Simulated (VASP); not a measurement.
# ZnS (Wurtzite-6H) (P6_3mc) in VASP: single point with PBE

Aim: the single point of ZnS (Wurtzite-6H) with PBE.

Everything below comes from runs of VASP 6.6.1. Logs are shortened: lines on timing, memory, paths and dates and some standing lists are left out, and cuts for length are marked.

**Experimental background.**

A printed reference work, monograph reports, for a bulk crystal of ZnS at 4 K: band gap 3.911 eV (direct).

How close the calculation comes is told below.

## (1) The crystal as given

Symmetry: P6_3mc, No. 186, hexagonal system. Conventional cell: a = 3.812 Å, b = 3.812 Å, c = 18.690 Å, α = 90.00°, β = 90.00°, γ = 120.00°. Around Zn (site symmetry 3m) lie 4 S at 2.33 to 2.34 Å. Zn (site symmetry 3m) has 4 S at 2.33 to 2.34 Å as nearest neighbours. Around Zn (site symmetry 3m) lie 4 S at 2.33 to 2.34 Å. Around S (site symmetry 3m) lie 4 Zn at 2.33 to 2.34 Å. Around S (site symmetry 3m) lie 4 Zn at 2.33 to 2.34 Å. S (site symmetry 3m) is surrounded by 4 Zn at 2.33 to 2.34 Å.

## (2) Single point, PBE

Contents of INCAR:

```
PREC = Accurate
ENCUT = 520
EDIFF = 1E-6
ISMEAR = 0
SIGMA = 0.01
LREAL = F
LASPH = T
NELM = 100
ALGO = Fast
ISIF = 2
LWAVE = F
LCHARG = F
GGA = PE
NBANDS = 66
```

Contents of KPOINTS:

```
Automatic mesh
0
Gamma
  6 6 2
```

Contents of POSCAR:

```
ZnS
1.0
    3.8120000000      0.0000000000      0.0000000000
   -1.9060000000      3.3012888392      0.0000000000
    0.0000000000      0.0000000000     18.6899900000
Zn S
6 6
Direct
    0.0000000000      0.0000000000      0.0000000000
    0.0000000000      0.0000000000      0.5000000000
    0.3333330000      0.6666670000      0.1666700000
    0.6666670000      0.3333330000      0.6666700000
    0.6666670000      0.3333330000      0.3333300000
    0.3333330000      0.6666670000      0.8333300000
    0.0000000000      0.0000000000      0.1250000000
    0.0000000000      0.0000000000      0.6250000000
    0.3333330000      0.6666670000      0.2916700000
    0.6666670000      0.3333330000      0.7916700000
    0.6666670000      0.3333330000      0.4583300000
    0.3333330000      0.6666670000      0.9583300000
```

Potentials or basis: VASP PAW PBE potentials, release 64 (Zn, S).

Launch:

```sh
cat potpaw_PBE.64/Zn/POTCAR potpaw_PBE.64/S/POTCAR > POTCAR
mpirun -np 1 vasp_std > vasp.out
```

OUTCAR:

```text
PREC = Accurate
   ENCUT = 520
   EDIFF = 1E-6
   ISMEAR = 0
   LREAL = F
   LASPH = T
   NELM = 100
   ISIF = 2
   GGA = PE

 ion  position               nearest neighbor table
   1  0.000  0.000  0.000-  12 2.33  12 2.33  12 2.33   7 2.34
   2  0.000  0.000  0.500-  11 2.33  11 2.33  11 2.33   8 2.34
   3  0.333  0.667  0.167-   7 2.33   7 2.33   7 2.33   9 2.34
   4  0.667  0.333  0.667-   8 2.33   8 2.33   8 2.33  10 2.34
   5  0.667  0.333  0.333-   9 2.33   9 2.33   9 2.33  11 2.34
   6  0.333  0.667  0.833-  10 2.33  10 2.33  10 2.33  12 2.34
   7  0.000  0.000  0.125-   3 2.33   3 2.33   3 2.33   1 2.34
   8  0.000  0.000  0.625-   4 2.33   4 2.33   4 2.33   2 2.34
   9  0.333  0.667  0.292-   5 2.33   5 2.33   5 2.33   3 2.34
  10  0.667  0.333  0.792-   6 2.33   6 2.33   6 2.33   4 2.34
  11  0.667  0.333  0.458-   2 2.33   2 2.33   2 2.33   5 2.34
  12  0.333  0.667  0.958-   1 2.33   1 2.33   1 2.33   6 2.34

  LATTYP: Found a hexagonal cell.
 ALAT       =     3.8120000000
 C/A-ratio  =     4.9029354669

  Lattice vectors:

 A1 = (   3.8120000000,   0.0000000000,   0.0000000000)
 A2 = (  -1.9060000000,   3.3012888392,   0.0000000000)
 A3 = (   0.0000000000,   0.0000000000,  18.6899900000)

Analysis of symmetry for initial positions (statically):
=====================================================================
 Subroutine PRICEL returns:
 Original cell was already a primitive cell.

 Routine SETGRP: Setting up the symmetry group for a
 hexagonal supercell.

 Subroutine GETGRP returns: Found 12 space group operations
 (whereof  6 operations were pure point group operations)
 out of a pool of 24 trial point group operations.

The static configuration has the point symmetry C_3v.
 The point group associated with its full space group is C_6v.

Analysis of symmetry for dynamics (positions and initial velocities):
=====================================================================
 Subroutine PRICEL returns:
 Original cell was already a primitive cell.

 Routine SETGRP: Setting up the symmetry group for a
 hexagonal supercell.

 Subroutine GETGRP returns: Found 12 space group operations
 (whereof  6 operations were pure point group operations)
 out of a pool of 24 trial point group operations.

The dynamic configuration has the point symmetry C_3v.
 The point group associated with its full space group is C_6v.

 Subroutine INISYM returns: Found 12 space group operations
[... 118 lines left out ...]
   NUPDOWN=      -1.0000    fix difference up-down
   EMIN   =  10.00;   EMAX   =-10.00  energy-range for DOS
   EFERMI =   0.00;   METHOD = LEGACY
   ISMEAR =     0;   SIGMA  =   0.01  broadening in eV -4-tet -1-fermi 0-gaus
   EFERMI_NEDOS =   21; number of points for ismear=-14 and -15
   IALGO  =     68    algorithm
   IMIX   =      4    mixing-type and parameters
     AMIX     =   0.40;   BMIX     =  1.00
     AMIX_MAG =   1.60;   BMIX_MAG =  1.00
  volume/ion in A,a.u.               =      19.60       132.27
  Fermi-wavevector in a.u.,A,eV,Ry     =   1.262993  2.386711 21.703349  1.595151
  Thomas-Fermi vector in A             =   2.396373
   LORBIT       =      0    0 simple, 1 ext, 2 COOP (PROOUT), +10 PAW based schemes
   GGA     = PE    functional components
   LHFCALC =     F    Hartree Fock is set to
   AEXX    =    0.0000 exact exchange contribution
   IVDW    =     0    specifies the selected vdW correction
   LEPSILON=     F    determine dielectric tensor
   LRPA    =     F    only Hartree local field effects (RPA)
 non-spin polarized calculation
 RMM-DIIS sequential band-by-band and
 Gauss-broadening in eV      SIGMA  =   0.01
  energy-cutoff  :      520.00
  volume of cell :      235.20
 maximum number of plane-waves:      6390
   NGX = 15   NGY = 15   NGZ = 69

 number of electron     107.9999995 magnetization

 Free energy of the ion-electron system (eV)
  ---------------------------------------------------
  ext. energy  EPLUGINS =         0.00000000
  ---------------------------------------------------
  free energy    TOTEN  =       -41.04373703 eV

  energy without entropy =      -41.04373703  energy(sigma->0) =      -41.04373703

 E-fermi :   2.2678     XC(G=0):  -9.6578

 val. band max:        2.1728616837   @ k =   0.0000   0.0000   0.0000
 cond. band min:       4.3400793663   @ k =   0.0000   0.0000   0.0000
 fundamental gap:      2.1672176826
 Fermi energy:         2.2677534825

 k-point     1 :       0.0000    0.0000    0.0000
  band No.  band energies     occupation
      1     -11.0200      2.00000
      2     -10.8184      2.00000
      3     -10.8102      2.00000
      4     -10.3523      2.00000
      5     -10.3439      2.00000
      6     -10.0786      2.00000
[... 955 lines left out ...]
     65       9.0497      0.00000
     66       9.6158      0.00000

------------------------ aborting loop because EDIFF is reached ----------------------------------------

  FORCE on cell =-STRESS in cart. coord.  units (eV):
  Direction    XX          YY          ZZ          XY          YZ          ZX
  --------------------------------------------------------------------------------------
  -------------------------------------------------------------------------------------
  Total        3.4157089      3.4157089      3.4522964      0.0000000     -0.0000000      0.0000000
  in kB       23.2672980     23.2672980     23.5165263      0.0000000     -0.0000000      0.0000000
  external PRESSURE =      23.3503741 kB  Pullay stress =       0.0000000 kB

 VOLUME and BASIS-vectors are now :
 -----------------------------------------------------------------------------
  energy-cutoff  :      520.00
  volume of cell :      235.20
      direct lattice vectors                 reciprocal lattice vectors
     3.812000000  0.000000000  0.000000000     0.262329486  0.151455999  0.000000000
    -1.906000000  3.301288839  0.000000000     0.000000000  0.302911999  0.000000000
     0.000000000  0.000000000 18.689990000     0.000000000  0.000000000  0.053504577

 POSITION                                       TOTAL-FORCE (eV/Angst)
 -----------------------------------------------------------------------------------
      0.00000      0.00000      0.00000        -0.000000      0.000000     -0.002495
      0.00000      0.00000      9.34500         0.000000     -0.000000     -0.002495
     -0.00000      2.20086      3.11506         0.000000     -0.000000      0.016228
      1.90600      1.10043     12.46006        -0.000000      0.000000      0.016228
      1.90600      1.10043      6.22993         0.000000     -0.000000      0.001713
     -0.00000      2.20086     15.57493        -0.000000      0.000000      0.001713
      0.00000      0.00000      2.33625         0.000000     -0.000000      0.023112
      0.00000      0.00000     11.68124        -0.000000      0.000000      0.023112
     -0.00000      2.20086      5.45131         0.000000     -0.000000     -0.007713
      1.90600      1.10043     14.79630         0.000000      0.000000     -0.007713
      1.90600      1.10043      8.56618         0.000000     -0.000000     -0.030845
     -0.00000      2.20086     17.91118        -0.000000      0.000000     -0.030845
 -----------------------------------------------------------------------------------
    total drift:                               -0.000002     -0.000003     -0.000150

  FREE ENERGIE OF THE ION-ELECTRON SYSTEM (eV)
  ---------------------------------------------------
  free  energy   TOTEN  =       -41.0437370281 eV

  energy  without entropy=      -41.0437370281  energy(sigma->0) =      -41.04373703
```

Wall time 5.6 min (1 thread of Intel Xeon Platinum 8559C (Emerald Rapids), shared host); peak memory 0.41 GiB.

What came out:

- Free energy: -41.0437 eV
- Pressure: 2.3 GPa
- Largest force: 0.031 eV/Å
- Band gap on the k mesh: 2.17 eV, direct

Forces on the atoms (eV/Å):
```
Zn   0.000  0.000 -0.002
Zn   0.000  0.000 -0.002
Zn   0.000  0.000  0.016
Zn   0.000  0.000  0.016
Zn   0.000  0.000  0.002
Zn   0.000  0.000  0.002
S    0.000  0.000  0.023
S    0.000  0.000  0.023
S    0.000  0.000 -0.008
S    0.000  0.000 -0.008
S    0.000  0.000 -0.031
S    0.000  0.000 -0.031
```

Levels at points of the mesh, in eV from the valence-band top:
| k point | band 52 | band 53 | band 54 | band 55 | band 56 | band 57 |
| --- | --- | --- | --- | --- | --- | --- |
| (0.00, 0.00, 0.00) | -0.02 | 0.00 | 0.00 | 2.17 | 3.22 | 3.26 |
| (0.50, 0.00, 0.00) | -1.26 | -1.10 | -0.88 | 3.44 | 3.57 | 3.61 |
| (0.00, 0.00, 0.50) | -0.07 | -0.07 | -0.07 | 2.65 | 2.65 | 3.28 |
| (0.50, 0.00, 0.50) | -1.22 | -0.99 | -0.99 | 3.37 | 3.37 | 3.85 |

Caveat: the cell's inner coordinates are idealised or old, which leaves forces on the atoms.

## (3) How close it comes

Step 2. A measured gap of ZnS is 3.911 eV (direct; 4 K; a printed reference work, monograph); the calculated 2.17 eV misses it by -1.74 eV. The value is that of PBE on a finite k mesh, which can miss the band edges, without temperature or zero-point motion. Semilocal functionals fall short of measured gaps as a rule.
